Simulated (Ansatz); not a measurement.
# GdO (zincblende): Hubbard U from linear response, part 3 of 3

Aim: compute U for the open shells of GdO (zincblende) from the response of their occupations, under several protocols, and apply it.

Ansatz 0.2.0; DFT with U by linear response, scalar-relativistic, plane waves, PAW. The steps go on from the part before.

## 4. PBE, one shot, started from U = 0, 2×2×2 q-mesh, all-electron atomic projectors

Input file input.yaml:

```yaml
crystal:
  lattice:
    - [0.0, 2.7, 2.7]
    - [2.7, 0.0, 2.7]
    - [2.7, 2.7, 0.0]
  atoms:
    - { symbol: Gd, position: [0.0, 0.0, 0.0], spin: 7.0 }
    - { symbol: O, position: [0.25, 0.25, 0.25] }
basis:
  ecutwfc: 420
  ecutrho_ratio: 4
kpoints:
  mp_grid: { grid: [8, 8, 8] }
hamiltonian:
  xc: pbe
  hubbard:
    sites: [{ species: Gd, l: f, u_eff: linear-response }]
    lr: { qmesh: [2, 2, 2] }
    projectors: all-electron-atomic
scf:
  occupations: { method: gaussian, width: 0.05 }
output:
  forces: true
  stress: true
  eigenvalues: true
  populations: true
  hubbard: { sites: [{ species: Gd, l: f }] }
  dos: { projected: true, de: 0.02 }
  write_density: true
  write_potential: true
  elf: true
  volumetric_format: npy
magnetization:
  spin_polarized: true
```

On the command line:

```sh
$ ansatz run input.yaml --threads 4 --pin off --max-ram 6144MiB --backend cpu --events-out ev --progress --plain --runs-dir out
```

The program printed:

```text
Warning: output.stress: scf.convergence.dr2_threshold = 1e-7 eV (the SCF's general default) is looser than the 2e-10 eV advised for a printed stress (1e-10 eV for each atom of the cell: 2). What an SCF threshold leaves in a stress goes as its square root, and in the free energy as the threshold itself, and one threshold admits the most on a small cell: of the crystals measured, under no hybrid functional and no lock of the moments, on runs that ended without the residual-converged pass, on stresses that held no estimate of that error, the worst erred by over 100 MPa in a component at 1e-7 eV an atom and by under 5 at 1e-10. Set scf.convergence.dr2_threshold to 2e-10 eV or tighter. The threshold is an SCF's pass mark: one that does not reach it within its budget of iterations ends unconverged, or closes short of it on a stop that the run arms, and scf.convergence.dr2_threshold's page says what that costs each kind of run
Warning: RAYON_NUM_THREADS=4 ignored (pool sized by the plan → 4); use --threads N
Gd: projections on atomic orbitals take those of the free atom [Kr 4d10] 4f7 5s2 5p6 5d1 6s2, of charge +0.00 (hamiltonian.pseudopotentials.projection_atoms); the dataset's partial waves leave at most 2.5e-4 of an orbital's norm unspanned inside its sphere
O: projections on atomic orbitals take those of the free atom [He] 2s2 2p4, of charge +0.00 (hamiltonian.pseudopotentials.projection_atoms); the dataset's partial waves leave at most 1.9e-8 of an orbital's norm unspanned inside its sphere
Engine: ansatz 0.2.0, aarch64-unknown-linux-gnu
Pseudopotentials: kind: paw
Pseudopotential: Gd, paw, valence charge 18, recommended cutoff 420 eV (normal), Gd.paw.azcp
Pseudopotential: O, paw, valence charge 6, recommended cutoff 420 eV (normal), O.paw.azcp
Functional definition: PBE
  parameter kappa = 0.804
  parameter beta = 0.06672455060314922
  exchange = pbe_x(kappa = kappa, mu = beta*pi^2/3)
  correlation = pbe_c(beta = beta)
davidson cushion auto → off  (block headroom 4 ≥ Hubbard manifold empty extent 4; pin scf.eigensolver.cushion to override)
LR-U cycle 1: input U_eff = [0.000] eV
Crystal: 2 atoms, lattice volume = 39.366 Å³
Basis set: ecut = 420 eV, 749 PW (Γ), exchange–correlation on 54×54×54 points (8 copies of the dense FFT grid, shifted against one another)
Bands: 20, of which v1, the nominal top of the filled ones, is band 12 counted from 1 (11 counted from 0)
Symmetry: 24 space group operations
Space group: F-43m (ITA 216), of the structure as read, at distance tolerance 3.4e-5 Å
Magnetic group: BNS 216.74 (UNI 1576), of the structure as read, at distance tolerance 3.4e-5 Å
k-points: 29 of 512 (time reversal used)
Non-local potential: Gd, projectors of the file, l = 0: 3, l = 1: 2, l = 2: 2, l = 3: 3
Non-local potential: O, projectors of the file, l = 0: 2, l = 1: 2, l = 2: 1
PAW form: soft (Blöchl's): semilocal exchange-correlation on the pseudo side does not see the compensation charge
PAW one-centre angular grid: Gd, 590 points (default); XC on 64 Gauss nodes
PAW one-centre angular grid: O, 110 points (default); XC on 64 Gauss nodes
Initial density: superposition of atomic densities (chi_scale 0.1, normalization cell, long waves kept (reshape's long-wave potential 0.00 eV rms))
Starting moments: Σ|m| = 7 μB on 1 of 2 sites
Initial wavefunctions: pseudopotential atomic-orbital guess
Functional: x = pbe(κ = 0.804, μ = 0.2195149727645171), c = pbe(β = 0.06672455060314922)
iter 1 solved again at ethr=4.81e-2 eV; its pass at ethr=1.00e-1 eV (dr2=1.15e1 eV) is discarded
SCF iter   1: F=—  HF=-9901.282726 eV  |F-HF|=—  |Δ(HF+E_count)|=         —  Δρ=2.34e-1 (↑2.34e-1 ↓1.38e-1)  dr2=1.16e1  dr2_m=1.10e1  M=6.000 μB ∫|m|=6.168 μB  β_m=1.00  ethr=4.81e-2  ⟨swp⟩=2.0  Hψ=5164  notcnv=0
preconditioner: auto → Kerker (q_TF=auto, 2.512 Å⁻¹)  [metal: Δε(μ)=0.000 eV  Ē_g=12.124 eV  σ=0.050 eV  W_gap=0.00  n_scr=14 (ndim 8)  ℏωp=27.8 eV  f_vac=0.000  D(μ)=26.72/eV (n_scr^D=892)]
spin=Collinear: Kerker preconditioning applied to the charge; magnetization (m = ρ↑ − ρ↓) channel mixes plain (no charge-response kernel on spin).
iter 2 solved again at ethr=3.39e-3 eV; its pass at ethr=4.81e-2 eV (dr2=8.15e-1 eV) is discarded
SCF iter   2: F=—  HF=-9900.027988 eV  |F-HF|=—  |Δ(HF+E_count)|=    1.25e0  Δρ=1.29e-1 (↑6.81e-2 ↓1.29e-1)  dr2=1.00e0  dr2_m=3.39e0  M=7.045 μB ∫|m|=7.133 μB  β_m=1.00  ethr=3.39e-3  ⟨swp⟩=3.3  Hψ=5244  notcnv=0  defer=3
eigensolver tolerance schedule calibrated: the retry pair's looser diagonalisation under-reported the residual by θ = 0.19 (0.16/decade); ethr = c·dr2/N_el runs at the constant in force after the calibration composes with the one it found (an armed cap, an earlier calibration), c = 3.8e-2
SCF iter   3: F=—  HF=-9898.901173 eV  |F-HF|=—  |Δ(HF+E_count)|=    1.13e0  Δρ=2.93e-2 (↑1.49e-2 ↓2.93e-2)  dr2=6.70e-1  dr2_m=9.32e-2  M=6.579 μB ∫|m|=6.703 μB  β_m=0.30  ethr=1.60e-3  ⟨swp⟩=4.0  Hψ=3531  notcnv=0
SCF iter   4: F=—  HF=-9900.780575 eV  |F-HF|=—  |Δ(HF+E_count)|=    1.88e0  Δρ=1.93e-2 (↑9.21e-3 ↓1.93e-2)  dr2=1.50e-1  dr2_m=2.81e-2  M=7.053 μB ∫|m|=7.147 μB  β_m=1.00  ethr=1.07e-3  ⟨swp⟩=3.2  Hψ=2619  notcnv=0
SCF iter   5: F=—  HF=-9901.575826 eV  |F-HF|=—  |Δ(HF+E_count)|=   7.95e-1  Δρ=8.99e-3 (↑4.38e-3 ↓8.99e-3)  dr2=4.59e-2  dr2_m=5.90e-3  M=7.184 μB ∫|m|=7.274 μB  β_m=1.00  ethr=2.40e-4  ⟨swp⟩=3.9  Hψ=3388  notcnv=0  defer=4
SCF iter   6: F=—  HF=-9902.052172 eV  |F-HF|=—  |Δ(HF+E_count)|=   4.76e-1  Δρ=1.84e-2 (↑7.40e-3 ↓1.84e-2)  dr2=2.25e-1  dr2_m=2.45e-2  M=7.472 μB ∫|m|=7.528 μB  β_m=1.00  ethr=7.36e-5  ⟨swp⟩=3.8  Hψ=3128  notcnv=0  defer=2
SCF iter   7: F=—  HF=-9902.232014 eV  |F-HF|=—  |Δ(HF+E_count)|=   1.80e-1  Δρ=6.03e-3 (↑6.03e-3 ↓3.52e-3)  dr2=2.97e-2  dr2_m=1.19e-3  M=7.503 μB ∫|m|=7.557 μB  β_m=0.30  ethr=7.36e-5  ⟨swp⟩=4.1  Hψ=3665  notcnv=0
SCF iter   8: F=—  HF=-9902.375722 eV  |F-HF|=—  |Δ(HF+E_count)|=   1.44e-1  Δρ=3.78e-3 (↑3.78e-3 ↓1.42e-3)  dr2=5.96e-3  dr2_m=1.51e-3  M=7.469 μB ∫|m|=7.527 μB  β_m=0.30  ethr=4.76e-5  ⟨swp⟩=3.5  Hψ=3048  notcnv=0
[... 1 line left out ...]
spin-set hold released at iteration 8 (site moments contracting): the magnetisation degrees of freedom join the quasi-Newton model from the next iteration; the mixer history was flushed
[... 14 lines left out ...]
Converged-ψ floor refinement (derivative, response, wavefunction or occupation consumer): ⟨swp⟩=2.0  Hψ=1871  notcnv=0
SCF 1 converged in 22 iterations: F = -9902.531600 eV  dr2 = 9.51e-12
LR-U reference ψ shed before the perturbed-orbit SCFs — 0.01 GiB of wavefunction and exchange-operator storage released
NSCF: frozen V_eff on 29 k-points
NSCF: frozen V_eff on 130 k-points
DFPT response loops at q = (0, 0, -0.5) (fractional): preconditioner auto → Kerker (q_TF=auto, 2.512 Å⁻¹) (partly filled bands, converged f_vac=0.017); β = 1.00, the filter's whole step (`scf.mixing.beta` (0.30) is not read by the response loops under this deck's `scf.mixing.preconditioner`; to damp them name `kerker` or `kerker_dos`, under which they read `scf.mixing.beta`, and type it under 1.00, their step now; both keys bind the ground state too); Broyden in place of MSR1
NSCF: frozen V_eff on 118 k-points
DFPT response loops at q = (0, -0.5, -0.5) (fractional): mixed as the last ones told, above
NSCF: frozen V_eff on 29 k-points
DFPT response loops at q = (0, 0, 0) (fractional): mixed as the last ones told, above
LR-U cycle 1: largest |computed − input| of the U and V asked for = 4.8316 eV
LR-U result after 1 cycle(s), on the 2×2×2 q mesh at shift [0, 0, 0]:
  orbit [0]: n₀ = 7.1953, χ₀ = -0.6287 eV⁻¹, χ = -0.1559 eV⁻¹, U = 4.832 eV (written back: yes)
  q = [0.0000, 0.0000, 0.0000], weight 0.1250: sites [0] shifted on 29 pairs of k-points with 20 bands, 8 passes, the loops' stops and last bands leave some 1.4e-4 eV⁻¹ in χ
  q = [0.0000, 0.0000, -0.5000], weight 0.5000: sites [0] shifted on 65 pairs of k-points with 20 bands, 10 passes, the loops' stops and last bands leave some 5.6e-5 eV⁻¹ in χ
  q = [0.0000, -0.5000, -0.5000], weight 0.3750: sites [0] shifted on 59 pairs of k-points with 20 bands, 7 passes, the loops' stops and last bands leave some 6.5e-5 eV⁻¹ in χ
[... 1 line left out ...]
preconditioner: auto → Kerker (q_TF=auto, 2.512 Å⁻¹)  [metal: Δε(μ)=0.039 eV  Ē_g=13.594 eV  σ=0.050 eV  W_gap=0.42  n_scr=14 (ndim 8)  ℏωp=27.8 eV  f_vac=0.000  D(μ)=2.82/eV (n_scr^D=26)]
spin=Collinear: Kerker preconditioning applied to the charge; magnetization (m = ρ↑ − ρ↓) channel mixes plain (no charge-response kernel on spin).
[... 3 lines left out ...]
SCF iter   5: F=—  HF=-9901.455760 eV  |F-HF|=—  |Δ(HF+E_count)|=   9.53e-1  Δρ=3.63e-3 (↑3.63e-3 ↓2.28e-3)  dr2=7.71e-3  dr2_m=8.51e-4  M=7.915 μB ∫|m|=7.919 μB  β_m=0.30  ethr=1.90e-4  ⟨swp⟩=2.4  Hψ=2298  notcnv=0  defer=71
Mixer restart at iter 5: flushing history
spin-set hold released at iteration 5 (site moments contracting): the magnetisation degrees of freedom join the quasi-Newton model from the next iteration; the mixer history was flushed
SCF iter   6: F=—  HF=-9901.891634 eV  |F-HF|=—  |Δ(HF+E_count)|=   4.36e-1  Δρ=2.93e-3 (↑2.93e-3 ↓2.25e-3)  dr2=5.62e-3  dr2_m=8.03e-4  M=7.924 μB ∫|m|=7.927 μB  β_m=0.65  ethr=3.21e-5  ⟨swp⟩=2.9  Hψ=2223  notcnv=0  defer=71
SCF iter   7: F=—  HF=-9902.321760 eV  |F-HF|=—  |Δ(HF+E_count)|=   4.30e-1  Δρ=1.75e-3 (↑1.75e-3 ↓1.17e-3)  dr2=1.25e-3  dr2_m=6.07e-4  M=7.940 μB ∫|m|=7.942 μB  β_m=0.69  ethr=2.34e-5  ⟨swp⟩=2.6  Hψ=2576  notcnv=0  defer=71
SCF iter   8: F=—  HF=-9902.321900 eV  |F-HF|=—  |Δ(HF+E_count)|=   1.41e-4  Δρ=6.46e-4 (↑5.09e-4 ↓6.46e-4)  dr2=6.15e-4  dr2_m=4.31e-5  M=7.941 μB ∫|m|=7.942 μB  β_m=0.77  ethr=5.19e-6  ⟨swp⟩=2.2  Hψ=2026  notcnv=0  defer=71
SCF iter   9: F=—  HF=-9902.322111 eV  |F-HF|=—  |Δ(HF+E_count)|=   2.11e-4  Δρ=4.09e-4 (↑4.09e-4 ↓2.94e-4)  dr2=2.54e-4  dr2_m=1.11e-5  M=7.941 μB ∫|m|=7.943 μB  β_m=0.83  ethr=2.56e-6  ⟨swp⟩=2.4  Hψ=1917  notcnv=0  defer=71
SCF iter  10: F=—  HF=-9902.322199 eV  |F-HF|=—  |Δ(HF+E_count)|=   8.78e-5  Δρ=1.74e-4 (↑1.74e-4 ↓1.65e-4)  dr2=6.48e-5  dr2_m=3.70e-7  M=7.941 μB ∫|m|=7.943 μB  β_m=0.91  ethr=1.06e-6  ⟨swp⟩=2.3  Hψ=1551  notcnv=0  defer=71
SCF iter  11: F=—  HF=-9902.322237 eV  |F-HF|=—  |Δ(HF+E_count)|=   3.81e-5  Δρ=1.61e-4 (↑1.55e-4 ↓1.61e-4)  dr2=3.39e-5  dr2_m=2.14e-8  M=7.941 μB ∫|m|=7.943 μB  β_m=0.74  ethr=2.70e-7  ⟨swp⟩=2.0  Hψ=1478  notcnv=0  defer=71
SCF iter  12: F=—  HF=-9902.322234 eV  |F-HF|=—  |Δ(HF+E_count)|=   3.40e-6  Δρ=1.63e-5 (↑8.97e-6 ↓1.63e-5)  dr2=2.76e-7  dr2_m=8.34e-9  M=7.941 μB ∫|m|=7.943 μB  β_m=0.87  ethr=1.41e-7  ⟨swp⟩=2.0  Hψ=1390  notcnv=0  defer=71
SCF iter  13: F=-9902.322234 eV  HF=-9902.322234 eV  |F-HF|=6.68e-10  |Δ(HF+E_count)|=   4.26e-8  Δρ=2.98e-6 (↑2.00e-6 ↓2.98e-6)  dr2=1.12e-8  dr2_m=1.83e-10  M=7.941 μB ∫|m|=7.943 μB  ethr=4.17e-10  ⟨swp⟩=12.4  Hψ=8357  notcnv=0
SCF 2 converged in 13 iterations: F = -9902.322234 eV  dr2 = 1.12e-8
SCF converged after 13 iterations
Magnetization: 7.9410 μB (15.9705 up, 8.0295 down)
Absolute magnetization: 7.9429 μB (∫|ρ↑−ρ↓|, with the PAW one-centre terms)
Spin contamination: 0.0094 ħ² per cell (⟨S²⟩ above its minimum at these occupations)
Per-site moments (μB) at R_I (Å): [(7.016888439130126, 0.9645357934649187), (0.02119562649657523, 0.9645357934649187)]
Free energy (F): -9902.322234 eV
Harris-Foulkes:  -9902.322234 eV  (|F-HF|=6.68e-10)
Internal energy: -9902.321207 eV  (E = F + TS)
E sigma→0 (E₀):  -9902.321720 eV
Entropy (-TS):   -0.001027 eV (-0.514 meV/atom)
Fermi energy:    12.513979 eV
--- Per-component energies (eV) ---
  E_band       = -48.339439
  E_kinetic    = 580.387172
  E_local      = -2480.831143  (includes V_loc(G=0)·N_el)
  E_nonlocal   = 332.760984
  E_hartree    = 1011.167799
  E_xc         = -309.126377
  E_vxc        = -349.705882  (∫ρ·V_xc dr)
  E_hubbard    = 0.105908  (on-site DFT+U / exact-exchange correction)
  E_vhub       = -16.791105  (the Hubbard potential's part of the band-sum identity)
  E_paw        = -6605.156482  (= ΣΔE_a)
  E_vpaw       = -136.495286  (= ΣTr[D̂ρ^β])
  E_aug_tail   = 0.002420  (compensation charges beyond the density's cutoff)
  E_ewald      = -2431.631488
  E_smearing   = -0.001027  (= −TS)
  E_closure    = -0.000000  (closes the sum)
  Σ components = -9902.322234   (vs F -9902.322234, Δ=0.00e0)
--- Forces (eV/Å), atoms counted from 1 ---
  atom   1  Gd     0.00000000    -0.00000000    -0.00000000
  atom   2  O     -0.00000000     0.00000000    -0.00000000
  max |Σ_I F_I| component: 1.39e-16 eV/Å
--- Stress (GPa, compression-positive) ---
       -0.090153       0.000000      -0.000000
        0.000000      -0.090153       0.000000
       -0.000000       0.000000      -0.090153
  P = ⅓ Tr σ = -0.0902 GPa (-0.902 kbar)
--- Band table (eV; the first three rows and the last of 58) ---
  k-point 0 ↑: bands = ["-33.5235", "-10.7307", "-10.7307", "-10.7307", "-6.9619", "4.3111", "4.3111", "4.3111", "4.4550", "4.5218", "4.5218", "4.5218", "6.9100", "6.9100", "6.9100", "10.1091", "14.8644", "14.8644", "16.8166", "16.8166"]
  k-point 1 ↑: bands = ["-33.5183", "-10.8768", "-10.7417", "-10.7417", "-6.8263", "4.3135", "4.3219", "4.3219", "4.4722", "4.5030", "4.5030", "4.5224", "6.7509", "6.9879", "6.9879", "10.7126", "14.6150", "14.6150", "16.4758", "17.1098"]
  k-point 2 ↑: bands = ["-33.5055", "-11.1900", "-10.7683", "-10.7683", "-6.5466", "4.3267", "4.3408", "4.3408", "4.4734", "4.4734", "4.4942", "4.5237", "6.6717", "7.1502", "7.1502", "11.8745", "14.3883", "14.3883", "15.8556", "17.3662"]
  k-point 28 ↓: bands = ["-30.2541", "-9.7356", "-8.6661", "-8.5420", "-5.2634", "7.2988", "7.3425", "8.1021", "13.4297", "13.8130", "14.5344", "14.5527", "14.6294", "14.6523", "14.6946", "14.7998", "14.8061", "16.8226", "18.0472", "19.3306"]
Occupation matrices written to <dir>
--- Löwdin populations: 2 sites ---
  site symbol       q [e]    m [muB]
     0     Gd     17.2717     7.8445
     1      O      6.6324     0.0321
  spilling = 0.003996 (of n_electrons = 24.000000)
--- Occupation matrices: 1 shell (run DFT+U table (all-electron-atomic); ε = 7.60e-5) ---
  Gd0 f_4F: site group Td (-43m)
  Gd0 f_4F up     Tr n = 6.9971  λ = 0.999 1.000 1.000 1.000 1.000 1.000 1.000  [xyz 1.00 (A1 1.00) A1(1.00) | 3× z3 0.33 (T2 1.00) T2(1.00) | 3× z(x2-y2) 0.33 (T1 1.00) T1(1.00)]
  Gd0 f_4F dn     Tr n = 0.0412  λ = 0.004 0.004 0.004 0.005 0.005 0.005 0.012  [3× z3 0.33 (T2 1.00) T2(1.00) | 3× z(x2-y2) 0.33 (T1 1.00) T1(1.00) | xyz 1.00 (A1 1.00) A1(1.00)]
  Tr n, λ and their labels are of the run-group-symmetrised matrices; stabiliser: 24 of 48 elements of G0×{1,Θ} (closed), max defect 4.0e-15 at τ = 1.6e-5
```

Run time: 22 s. Hardware: 4 threads of Arm Neoverse V1, shared host; peak memory 0.53 GiB.

This gives: volume 19.683 Å³/atom, pressure -0.09 GPa, no gap, moments in the atoms' spheres Gd 7.02 μB.

U = χ0⁻¹ − χ⁻¹ is taken from the full response matrices; their on-site elements and the result:

```
shell on atoms  occupation in the state that responds  χ0 (1/eV)  χ (1/eV)  U (eV)
          Gd 1                                   7.20     -0.629    -0.156    4.83
```

States per cell in windows of 1 eV (zero at the Fermi level), total and by projection:

```
from  to    up  down  Gd 4f  Gd 5d  O 2p  Gd 6s
  -7  -6  0.07  0.00   0.00   0.02  0.04   0.01
  -6  -5  1.93  1.60   0.08   0.68  2.56   0.15
  -5  -4  1.01  1.40   0.04   0.27  2.00   0.03
  -4  -3  0.00  0.00   0.00   0.00  0.00   0.00
  -3  -2  0.00  0.00   0.00   0.00  0.00   0.00
  -2  -1  0.06  0.00   0.00   0.02  0.01   0.02
  -1   0  0.91  0.03   0.01   0.55  0.12   0.16
   0   1  0.46  0.38   0.04   0.54  0.11   0.10
   1   2  0.57  1.57   0.61   1.20  0.14   0.10
   2   3  0.81  6.92   6.19   1.26  0.15   0.04
   3   4  0.67  0.73   0.07   1.07  0.07   0.08
```

Below -7 eV the file holds 7.0 more states, down to its end at -10 eV.

The projection uses the shells of the potentials' files: it has no valence p orbitals on Gd, so such weight is missing from the shares.

## 5. Results

The summary covers parts 1 to 3.

| protocol | U (eV) | gap with that U (eV) | pressure (GPa) | wall time | CPU time |
| --- | --- | --- | --- | --- | --- |
| PBE, one shot, started from U = 0, 2×2×2 q-mesh, all-electron orthogonalised atomic projectors | 5.19 on Gd | metal | -0.3 | 22 s | 82 s |
| PBE, one shot, started from U = 0, 3×3×3 q-mesh, all-electron orthogonalised atomic projectors | 5.33 on Gd | metal | -0.2 | 62 s | 4 min |
| PBE, one shot, started from U = 0, 2×2×2 q-mesh, all-electron atomic projectors | 4.83 on Gd | metal | -0.1 | 22 s | 82 s |

U on the Gd atoms ranges from 4.8 to 5.3 eV over these protocols: it depends on the protocol, the q-mesh included, as the rows show. The base state had no gap (PBE+U); with the computed U the gap is zero in every run. Open d and f shells can converge to several self-consistent states; these numbers belong to the ones reached here. Spin–orbit coupling is left out, though the cell holds Gd; it splits the 4f levels.
